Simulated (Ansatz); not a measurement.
The cell is Be2C (Fm-3m) from a database of computed structures; cell and atoms were relaxed with r2SCAN. It is cubic, Fm-3m (No. 225); a = 4.321 Å in the conventional setting, 6.72 Å³ an atom. Be has 4 C at 1.87 Å; C has 8 Be at 1.87 Å.

```xyz
3
Lattice="0.0000 2.1605 2.1605 2.1605 0.0000 2.1605 2.1605 2.1605 0.0000" Properties=species:S:1:pos:R:3 pbc="T T T"
Be    3.2407    3.2407    3.2407
Be    1.0802    1.0802    1.0802
C     0.0000    0.0000    0.0000
```

5 runs of the PAW code Ansatz on this cell differ in the functional (and in the settings that go with it). Levels are in eV from each run's valence top; v1 is the last filled band, c1 the first empty one.

Run A, mean stress -2.2 GPa (compression positive):
```
point     v2     v1    c1    c2
    Γ   0.00   0.00  5.14  5.14
    X  -5.21  -5.21  1.91  6.79
    U  -7.01  -4.39  4.20  9.56
    L  -2.02  -2.02  6.05  6.05
```

Run B, mean stress 0.0 GPa (compression positive):
```
point     v2     v1    c1    c2
    Γ   0.00   0.00  4.65  4.65
    X  -4.92  -4.92  1.53  6.21
    U  -6.62  -4.15  3.74  8.98
    L  -1.91  -1.91  5.56  5.56
```

Run C, mean stress -2.2 GPa (compression positive):
```
point     v2     v1    c1     c2
    Γ   0.00   0.00  5.83   5.83
    X  -5.27  -5.27  2.60   7.52
    U  -7.09  -4.45  4.90  10.30
    L  -2.05  -2.05  6.75   6.75
```

Run D, mean stress +1.1 GPa (compression positive):
```
point     v2     v1    c1    c2
    Γ   0.00   0.00  4.15  4.15
    X  -4.75  -4.75  1.17  5.77
    U  -6.31  -4.01  3.32  8.34
    L  -1.84  -1.84  5.03  5.03
```

Run E, mean stress -7.5 GPa (compression positive):
```
point     v2     v1    c1    c2
    Γ   0.00   0.00  4.04  4.04
    X  -4.77  -4.77  1.19  5.85
    U  -6.25  -4.02  3.33  8.34
    L  -1.85  -1.85  4.94  4.94
```

Task: Match the runs to LDA, PBE, r2SCAN, HSE06, PBE0.

Result: A is HSE06, B is r2SCAN, C is PBE0, D is PBE, E is LDA. In order of the gap: PBE 1.17, LDA 1.19, r2SCAN 1.53, HSE06 1.91, PBE0 2.60 eV. The stress vanishes for r2SCAN, which relaxed the cell.

No spin polarisation and no zero-point or thermal motion.

The program warns that its thresholds are loose for a hybrid's stress.

The meshes of the hybrids are coarse, so their gaps aren't converged to the digits shown.
